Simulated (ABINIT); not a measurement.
AlN, 4 atoms in the cell. The typed cell holds 4 atoms: a = 3.311 Å, b = 3.281 Å, c = 4.212 Å, α = 88.59°, β = 90.65°, γ = 119.57°. The cell comes from a database or a generator and needn't be the stable form of this composition. The cell isn't the ideal one: cell strained at random.

* Program: ABINIT 10.8.3 (patched build)
* Task: single point
* Functional: LDA
* Potentials or basis: PseudoDojo NC SR LDA v0.4.1 standard
* Cutoff: 1143 eV
* k mesh: 7 × 7 × 5
* Occupations: fermi-dirac, width 0.05 eV
* Spin: no spin polarisation

Potentials or basis: PseudoDojo NC SR LDA v0.4.1 standard.

Command:

```bash
$ abinit run.abi > log 2>&1
```

Hardware: 1 thread of Arm Neoverse V1, on a shared host.

Task: How long does it take, and how much memory?

Result: Run time: 2.6 min on 1 thread of Arm Neoverse V1, with other jobs on the host, peak memory 0.15 GiB. Counts: scf iterations 10, mpi ranks 1, k points 123, bands 12, plane waves 3514.
